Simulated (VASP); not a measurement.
## VASP 6.6.1 run: CaO

INCAR

```
LREAL = .FALSE.
NELM = 75
IVDW = 21
ISIF = 2
GGA = PE
ISMEAR = -1
LCHARG = .FALSE.
SIGMA = 0.02
LWAVE = .FALSE.
PREC = Accurate
LASPH = .TRUE.
NSW = 0
NBANDS = 15
EDIFF = 1E-7
IBRION = -1
ENCUT = 520
```

KPOINTS

```
KPOINTS created by Atomic Simulation Environment
0
Monkhorst-Pack
10 10 10
0 0 0
```

POSCAR

```
Ca O
 1.0000000000000000
     0.0000000000000000    2.2776726047000002    2.2776726047000002
     2.2776726047000002    0.0000000000000000    2.2776726047000002
     2.2776726047000002    2.2776726047000002    0.0000000000000000
 Ca  O
   1   1
Cartesian
  0.0000000000000000  0.0000000000000000  0.0000000000000000
  2.2776726047000002  2.2776726047000002  2.2776726047000002
```

The recommended PBE PAW datasets give the neutral cell 16 valence electrons.

Command

```
mpirun -np 1 vasp_std
```

Q: Predict the outcome of this run.

A: It converged. Results: gap between bands v and c on the k mesh 3.67 eV; least direct gap on the k mesh 3.97 eV; pressure 25.0 GPa. Band v is the last that the valence electrons fill when counted band by band, and c is the next.

OSZICAR

```
N       E                     dE             d eps       ncg     rms          rms(c)
DAV:   1     0.123916246370E+03    0.12392E+03   -0.84853E+03  3307   0.112E+03
DAV:   2    -0.939126338616E+01   -0.13331E+03   -0.12429E+03  4043   0.298E+02
DAV:   3    -0.141048626721E+02   -0.47136E+01   -0.46842E+01  3925   0.582E+01
DAV:   4    -0.142230266064E+02   -0.11816E+00   -0.11804E+00  4497   0.831E+00
DAV:   5    -0.142258333655E+02   -0.28068E-02   -0.28067E-02  3927   0.105E+00    0.870E+00
DAV:   6    -0.124978398037E+02    0.17280E+01   -0.46602E+00  3902   0.226E+01    0.321E+00
DAV:   7    -0.124505133610E+02    0.47326E-01   -0.36061E-01  3989   0.660E+00    0.174E+00
DAV:   8    -0.124469439020E+02    0.35695E-02   -0.68172E-02  4471   0.280E+00    0.412E-01
DAV:   9    -0.124450352144E+02    0.19087E-02   -0.50303E-03  3454   0.713E-01    0.105E-01
DAV:  10    -0.124455758612E+02   -0.54065E-03   -0.67063E-04  4007   0.257E-01    0.398E-02
DAV:  11    -0.124455453918E+02    0.30469E-04   -0.81396E-05  3964   0.105E-01    0.128E-02
DAV:  12    -0.124455434786E+02    0.19131E-05   -0.97651E-06  3979   0.396E-02    0.138E-03
DAV:  13    -0.124455434185E+02    0.60148E-07   -0.87553E-07  3867   0.850E-03
   1 F= -.12745840E+02 E0= -.12745840E+02  d E =-.856502E-13
```

The shifted mesh misses Γ, so a band edge there is missed.

For comparison, a separate PBE run of the intended cell, on usual settings and not on those above, gives a gap of 3.52 eV on its mesh and a pressure of 28.5 GPa.
